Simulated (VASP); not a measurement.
## CsH (strained CsCl): one r²SCAN single-point calculation in two programs

```xyz
2
Lattice="3.8379 0.0248 0.0248 0.0248 3.8379 0.0248 0.0248 0.0248 3.8379" Properties=species:S:1:pos:R:3 pbc="T T T"
Cs    0.0000    0.0000    0.0000
H     1.9437    1.9437    1.9437
```

Each program uses its own PAW datasets. VASP's cell holds 10 valence electrons and Ansatz's 10. Ansatz's stress includes a Pulay correction; VASP's doesn't.

Cutoffs: 520 eV in VASP, 500 eV in Ansatz. k meshes: 6×6×6 and 6×6×6.

```json
{"": "gap between bands v and c", "VASP": "3.08 eV", "Ansatz": "3.11 eV"}
{"": "least direct gap", "VASP": "3.08 eV", "Ansatz": "3.11 eV"}
{"": "pressure", "VASP": "-0.2 GPa", "Ansatz": "-0.2 GPa"}
```

Band v is the last that the valence electrons fill when counted band by band, and c is the next. Levels in eV from the top of v, Ansatz:

```json
{"point": "Γ", "v−1": "-8.18", "v": "-1.86", "c": "3.84", "c+1": "3.84"}
{"point": "X", "v−1": "-8.04", "v": "-0.25", "c": "3.20", "c+1": "4.61"}
{"point": "M", "v−1": "-7.91", "v": "-1.17", "c": "4.98", "c+1": "6.80"}
{"point": "R", "v−1": "-9.12", "v": "0.00", "c": "3.11", "c+1": "3.23"}
```

VASP:

```csv
point,v−1,v,c,c+1
Γ,-8.21,-1.89,3.80,3.80
X,-8.07,-0.27,3.17,4.58
M,-7.93,-1.20,4.95,6.77
R,-9.15,0.00,3.08,3.20
```
